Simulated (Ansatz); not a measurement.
# Moving the pressure in Ta

The cell as given:

```
Ta
1.0
     0.00000    2.11000    2.11000
     2.11000    0.00000    2.11000
     2.11000    2.11000    0.00000
Ta
1
Direct
  0.00000 0.00000 0.00000
```

This isn't the form of Ta at room conditions, which is bcc.

Kept alike: task relaxation of cell and atoms; functional r2SCAN; k mesh 11 × 11 × 11; occupations fermi-dirac, width 0.05 eV; no spin polarisation. Program: Ansatz, Ansatz PAW, cutoff 500 eV. The mesh is that of the run's cell of 1 atom. No spin-orbit coupling.

| pressure, P (GPa) | volume (Å³/atom) |
| --- | --- |
| 0 | 18.668 |
| 2 | 18.483 |
| 5 | 18.221 |
| 10 | 17.824 |
| 20 | 17.115 |
| 30 | 16.498 |

The relaxations keep at least the cell's symmetry (Fm-3m). For a metal such a mesh leaves the last digits unconverged. The runs follow the start's structure, whether or not it is the stable one at these pressures. P is the pressure aimed at, which the runs meet within some hundredths to tenths of a GPa. All rows use potentials made for PBE.

Question: What does the pressure change here?

Answer: The volume falls from 18.668 to 16.498 Å³/atom between 0 and 30 GPa. The volume falls ever more slowly, since the solid stiffens under load. At the pressures aimed at, which the runs meet within some tenths of a GPa, the step from 0 to 5 GPa gives a mean bulk modulus near 206 GPa, the last step 272 GPa.
